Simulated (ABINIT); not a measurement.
Runs of ABINIT 10.8.3 (patched build) on HgTe (Coloradoite). Symmetry: F-43m, No. 216, cubic system. Conventional cell: a = 6.429 Å, b = 6.429 Å, c = 6.429 Å, α = 90.00°, β = 90.00°, γ = 90.00°. Around Hg (site symmetry -43m) lie 4 Te at 2.78 Å. Te (site symmetry -43m) is surrounded by 4 Hg at 2.78 Å. 

```tsv
task	level	potentials or basis	cell	k mesh	cutoff (eV)	cutoff smearing ecutsm (Ha)	stop of the response cycle (tolvrs)	acoustic sum rule (asr)	fine-grid cutoff	q mesh	gap on the mesh (eV)	pressure (GPa)	relaxed volume (Å³/atom)
phonons	LDA	JTH PAW LDA v2.0	cell relaxed at zero pressure by an earlier run	4 × 4 × 4, with 4 shifts	517	0.5	1e-09	2	1034.03 eV	-	-	-0.2	-
phonon dispersion	PBE	SPMS NC PBE v1.0	as given	4 × 4 × 4, with 4 shifts	707	-	1e-09	1	-	2 × 2 × 2	-	4.5	-
single point	PBE	SPMS NC PBE v1.0	as given	5 × 5 × 5	707	-	-	-	-	-	none	(b)	-
single point	PBE	PseudoDojo NC SR PBE v0.4.1 standard	cell relaxed	5 × 5 × 5	1088	-	-	-	-	-	none	0.0	-
single point	LDA	JTH PAW LDA v2.0	cell relaxed	5 × 5 × 5	517	-	-	-	1034.03 eV	-	none	-0.1	-
relaxation of cell and atoms	PBE	PseudoDojo NC SR PBE v0.4.1 standard	relaxed	5 × 5 × 5	1088	0.5	-	-	-	-	none	0.0	36.94
relaxation of cell and atoms	LDA	JTH PAW LDA v2.0	relaxed	5 × 5 × 5	517	0.5	-	-	1034.03 eV	-	none	0.0	(a)
phonons at a zone-boundary q	PBE	PseudoDojo NC SR PBE v0.4.1 standard	cell relaxed at zero pressure by an earlier run	4 × 4 × 4, with 4 shifts	1088	0.5	1e-10	-	-	-	-	-0.1	-
```

Alike in all rows: no spin polarisation; smearing fermi-dirac 0.05 eV.

Q: Fill in the values left out.

A: (a) 33.63; (b) 4.7.

Caveats: the mesh is coarse for a metal's response (some runs); some modes are imaginary (some runs); the cell is more than 3 GPa from zero pressure, which shifts response properties (some runs); the volume moved by +11 % from the deposited cell, more than functionals usually miss (some runs).

A k mesh can miss the band edges, and the runs leave out spin-orbit coupling on Hg, Te.

A gap of «none» marks a metal or a gap under the smearing width.

The runs don't all hold the same shells in valence.
